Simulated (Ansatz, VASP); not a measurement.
## One calculation of Hf, two programs

INCAR

```
PREC = Accurate
ENCUT = 520
EDIFF = 1E-8
ISMEAR = -1
SIGMA = 0.08
LREAL = False
LASPH = True
NELM = 100
ALGO = Normal
ISIF = 2
LWAVE = False
LCHARG = False
GGA = PE
LEFG = True
NBANDS = 11
```

KPOINTS

```
Automatic mesh
0
Gamma
  16 16 16
```

File POSCAR:

```
Hf
1.0
   -1.7916129179      1.7916129179      1.8320750000
    1.7916129179     -1.7916129179      1.8320750000
    1.7916129179      1.7916129179     -1.8320750000
Hf
1
Direct
    0.0000000000      0.0000000000      0.0000000000
```

Input for Ansatz:

```yaml
crystal:
  lattice:
    - [-1.7916129179, 1.7916129179, 1.832075]
    - [1.7916129179, -1.7916129179, 1.832075]
    - [1.7916129179, 1.7916129179, -1.832075]
  atoms:
    - { symbol: Hf, position: [0.0, 0.0, 0.0] }
kpoints:
  mp_grid: { grid: [16, 16, 16] }
scf:
  occupations: { method: fermi_dirac, width: 0.08 }
hamiltonian:
  xc: pbe
  pseudopotentials: { kind: paw }
output:
  forces: true
  stress: true
  eigenvalues: true
  efg: { contact_densities: true }
```

Change from the starting cell: z stretched by +1.5 % at fixed volume, PAW files.

Alike in both runs: task electric field gradients; functional PBE; k mesh 16 × 16 × 16; occupations fermi-dirac, width 0.08 eV; no spin polarisation.

|  | VASP | Ansatz |
| --- | --- | --- |
| version | VASP 6.6.1 | Ansatz 0.2.0 |
| potentials or method | VASP PAW PBE potentials, release 64 (Hf_pv) | PAW with Ansatz's default frozen-core files, scalar-relativistic |
| plane-wave cutoff (eV) | 520 | 420 |
| valence electrons in the cell | 10 | 26 |

Ansatz gave:

```
pressure (GPa)                                                 : -4.8
largest component of the traceless stress (GPa)                : 0.65
Vzz of the field gradient on the site that differs most (V/Å²) : 1.8
```

Task: Which values does VASP return?

Result: Pressure (GPa): -5.1; largest component of the traceless stress (GPa): 0.67; Vzz of the field gradient on the site that differs most (V/Å²): 1.2.

The two sets of potentials don't hold the same shells in valence. Ansatz warned: «gradients_without_spin_orbit».

The runs have no spin-orbit coupling, so splittings on Hf are missing.
